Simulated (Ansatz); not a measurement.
# Property card for Na$_{2}$H$_{5}$

Level of theory: DFT PBE, scalar-relativistic, plane waves, PAW (Ansatz).

Cutoff 420 eV; k points 12×12×4 on the computed 7-atom cell (Γ-centred); Gaussian smearing, width 0.10 eV; no spin polarisation.

The structure is relaxed at this level of theory with its symmetry kept, and needn't be the ground state of this composition.

```cif
data_structure
_symmetry_space_group_name_H-M 'P 1'
_symmetry_Int_Tables_number 1
_cell_length_a 3.1874
_cell_length_b 3.3610
_cell_length_c 9.8422
_cell_angle_alpha 90.000
_cell_angle_beta 96.307
_cell_angle_gamma 90.000
_cell_volume 104.80
loop_
_atom_site_label
_atom_site_type_symbol
_atom_site_fract_x
_atom_site_fract_y
_atom_site_fract_z
_atom_site_occupancy
Na1 Na 0.05764 0.00000 0.66990 1
Na2 Na 0.94236 0.00000 0.33010 1
H1 H 0.56159 0.50000 0.68269 1
H2 H 0.43841 0.50000 0.31731 1
H3 H 0.10454 0.00000 0.02179 1
H4 H 0.89546 0.00000 0.97821 1
H5 H 0.50000 0.00000 0.50000 1
```

| Property | Result |
| --- | --- |
| Space group | P2/m (No. 10) |
| Volume per atom | 14.97 Å³ |
| Formation energy from the elements' standard states (uncorrected) | +0.245 eV/atom |
| Kohn–Sham band gap | none (metal) |
| Density of states at the Fermi level | 1.5 states/eV per cell |
| Orbital (Löwdin) character within 0.5 eV of the Fermi level | H 1s 95 % |
| Bader charge by site (e) | Na (2 in the cell) 0.81, H (2 in the cell) -0.60, H (2 in the cell) -0.01, H (1 in the cell) -0.40 |

The cell holds layers, chains or molecules and no dispersion correction was added, so their binding is poorly described.

The cell was found from a structure generator's guess, not taken from experiment. Löwdin shares on free-atom orbitals overweight diffuse shells.
